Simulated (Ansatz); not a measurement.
**O started on a Ti site in rutile TiO2, 72 atoms, charge 0**

Computed with Ansatz 0.2.0, DFT, PBEsol, PAW, plane waves.

Command:

```sh
ansatz run in.yaml --threads 8 --pin off --max-ram 118750MiB --runs-dir r --events-out ev --progress --plain --backend cuda --devices 0,
```

The input less its lattice and atoms (starting moments on atoms near the defect: 2 μB in all):

```yaml
crystal:
  symmetry: { detect: false }
kpoints:
  mp_grid: { grid: [1, 1, 1], shift: [0.25, 0.25, 0.25] }
hamiltonian:
  xc: pbesol
magnetization:
  spin_polarized: true
scf:
  occupations: { method: fermi_dirac, width: 0.01 }
relax:
  f_tol: 0.03
  max_steps: 80
  escape_saddle: false
  adjacent_minimum: "off"
output:
  forces: true
  eigenvalues: true
  populations: true
```

Start:

```
Ti O
1.0
     9.18283    0.00000    0.00000
     0.00000    9.18283    0.00000
     0.00000    0.00000    8.81661
Ti O
23 49
Direct
  0.00477 0.00164 0.99983
  0.00239 0.00057 0.33059
  0.99946 0.99938 0.66475
  0.99807 0.49766 0.00187
  0.99968 0.49895 0.33764
  0.99873 0.49836 0.66665
  0.49846 0.99792 0.00535
  0.50073 0.00463 0.33512
  0.50103 0.99807 0.66967
  0.50236 0.49812 0.99966
  0.50074 0.49433 0.66433
  0.24593 0.24948 0.16595
  0.24767 0.24935 0.50045
  0.24744 0.24382 0.83709
  0.24672 0.74898 0.16486
  0.25036 0.75252 0.49708
  0.25077 0.74712 0.83191
  0.75235 0.24610 0.16395
  0.74606 0.24487 0.50043
  0.75052 0.25090 0.83090
  0.75155 0.75261 0.16951
  0.75322 0.74536 0.49949
  0.74969 0.75040 0.83072
  0.49951 0.50128 0.33423
  0.14748 0.15082 0.00034
  0.15258 0.14990 0.33249
  0.15009 0.15295 0.66737
  0.15348 0.65234 0.00071
  0.15260 0.65037 0.32908
  0.15282 0.65175 0.66810
  0.64842 0.15321 0.99511
  0.65073 0.15267 0.33286
  0.65645 0.15177 0.67460
  0.65178 0.65490 0.99691
  0.65392 0.65175 0.33180
  0.65086 0.65105 0.66914
  0.34503 0.35043 0.99570
  0.34838 0.35161 0.33660
  0.34393 0.34894 0.66503
  0.34544 0.84571 0.99810
  0.34713 0.84655 0.33225
  0.34773 0.84690 0.66530
  0.84810 0.34447 0.00178
  0.84806 0.34936 0.33004
  0.84908 0.34469 0.66497
  0.84435 0.84255 0.00111
  0.84476 0.84737 0.33362
  0.85061 0.84601 0.66389
  0.09641 0.40674 0.16424
  0.09490 0.40383 0.49980
  0.09863 0.40407 0.83343
  0.09694 0.90298 0.16969
  0.09641 0.90247 0.50147
  0.09609 0.90162 0.83609
  0.59962 0.40437 0.16625
  0.59814 0.40421 0.49799
  0.59503 0.40051 0.83207
  0.59961 0.90314 0.16405
  0.59712 0.90150 0.49961
  0.59773 0.90030 0.83466
  0.40517 0.09983 0.16595
  0.40550 0.09832 0.49903
  0.39940 0.09482 0.83620
  0.40092 0.59432 0.16718
  0.40063 0.60075 0.49860
  0.40375 0.59796 0.83083
  0.89932 0.09810 0.16791
  0.90159 0.09637 0.49393
  0.90129 0.09951 0.83355
  0.90155 0.59867 0.16417
  0.90175 0.60225 0.49748
  0.90548 0.60010 0.83291
```

Steps:

```json
{"step": "start", "energy less the first (eV)": "0.000", "largest force component (eV/Å)": "1.219"}
{"step": "1", "energy less the first (eV)": "-0.557", "largest force component (eV/Å)": "0.588"}
{"step": "2", "energy less the first (eV)": "-0.733", "largest force component (eV/Å)": "0.499"}
{"step": "3", "energy less the first (eV)": "-1.329", "largest force component (eV/Å)": "2.092"}
{"step": "4", "energy less the first (eV)": "-2.407", "largest force component (eV/Å)": "1.838"}
{"step": "5", "energy less the first (eV)": "-3.067", "largest force component (eV/Å)": "1.657"}
{"step": "6", "energy less the first (eV)": "-3.470", "largest force component (eV/Å)": "0.507"}
{"step": "7", "energy less the first (eV)": "-3.657", "largest force component (eV/Å)": "0.845"}
{"step": "8", "energy less the first (eV)": "-3.706", "largest force component (eV/Å)": "0.649"}
{"step": "9", "energy less the first (eV)": "-3.741", "largest force component (eV/Å)": "0.741"}
{"step": "10", "energy less the first (eV)": "-3.876", "largest force component (eV/Å)": "0.622"}
{"step": "11", "energy less the first (eV)": "-3.986", "largest force component (eV/Å)": "0.299"}
{"step": "12", "energy less the first (eV)": "-4.016", "largest force component (eV/Å)": "0.103"}
{"step": "13", "energy less the first (eV)": "-4.021", "largest force component (eV/Å)": "0.073"}
{"step": "14", "energy less the first (eV)": "-4.023", "largest force component (eV/Å)": "0.043"}
{"step": "15", "energy less the first (eV)": "-4.024", "largest force component (eV/Å)": "0.012"}
```

End:

```
Ti O
1.0
     9.18283    0.00000    0.00000
     0.00000    9.18283    0.00000
     0.00000    0.00000    8.81661
Ti O
23 49
Direct
  0.00495 0.99836 0.99588
  0.97977 0.01985 0.33297
  0.00142 0.99488 0.66996
  0.99943 0.49683 0.00021
  0.00219 0.49462 0.33329
  0.99892 0.49668 0.66675
  0.50224 0.99999 0.99962
  0.50480 0.99736 0.33313
  0.50224 0.99946 0.66622
  0.51257 0.48719 0.00002
  0.51247 0.48718 0.66588
  0.25528 0.24851 0.16968
  0.25306 0.24668 0.49542
  0.24751 0.24859 0.83124
  0.23193 0.76748 0.16616
  0.23188 0.76737 0.49992
  0.26383 0.73494 0.83304
  0.74319 0.25645 0.16651
  0.74281 0.25631 0.49932
  0.75902 0.23967 0.83293
  0.75283 0.74661 0.17077
  0.75108 0.74423 0.49647
  0.75119 0.75220 0.83492
  0.45071 0.54890 0.33288
  0.15131 0.15101 0.99584
  0.14716 0.14816 0.33267
  0.15184 0.15022 0.67041
  0.15846 0.64844 0.00426
  0.14801 0.65492 0.33344
  0.15738 0.64919 0.66189
  0.65435 0.14741 0.99669
  0.65196 0.15202 0.33292
  0.65389 0.14772 0.66927
  0.64809 0.65185 0.00264
  0.66610 0.65860 0.33269
  0.64780 0.65148 0.66347
  0.34767 0.35175 0.00251
  0.34087 0.33336 0.33341
  0.34741 0.35134 0.66349
  0.34999 0.84188 0.00395
  0.34437 0.85115 0.33257
  0.35081 0.84070 0.66184
  0.85140 0.34536 0.99662
  0.84717 0.34737 0.33298
  0.85171 0.34491 0.66927
  0.84919 0.84755 0.99562
  0.85139 0.85213 0.33332
  0.84833 0.84814 0.67020
  0.09694 0.40079 0.16750
  0.09663 0.40038 0.49867
  0.10120 0.40405 0.83300
  0.09277 0.90587 0.16871
  0.09358 0.90671 0.49712
  0.09955 0.89980 0.83293
  0.60328 0.39564 0.15026
  0.60335 0.39577 0.51562
  0.60068 0.39855 0.83292
  0.59883 0.90262 0.16729
  0.59841 0.90222 0.49848
  0.59515 0.89794 0.83298
  0.40154 0.09479 0.16406
  0.40158 0.09458 0.50170
  0.40260 0.09689 0.83304
  0.39771 0.60075 0.20588
  0.39886 0.60192 0.45990
  0.40460 0.59468 0.83294
  0.90005 0.09950 0.15991
  0.89983 0.09932 0.50599
  0.90423 0.09520 0.83294
  0.90467 0.59774 0.16423
  0.90453 0.59774 0.50190
  0.90247 0.59679 0.83290
```

The run converged.

Time: 41 s of wall time on one NVIDIA GB300 with 8 processor threads, on a host shared with other runs; peak host memory 2 GiB.

How much energy did the relaxation gain, and which atom moved most?

4.02 eV in 15 steps, from a start with small random displacements; atom 24 (O) moved 0.63 Å, the median atom 0.06 Å (drift of the whole cell removed).

The moment started at 2 μB and ended at 0.0 μB; no other spin state is shown. The program warned that the state may not be the lowest. The one k point has no symmetry partners, which can distort the end along one axis.
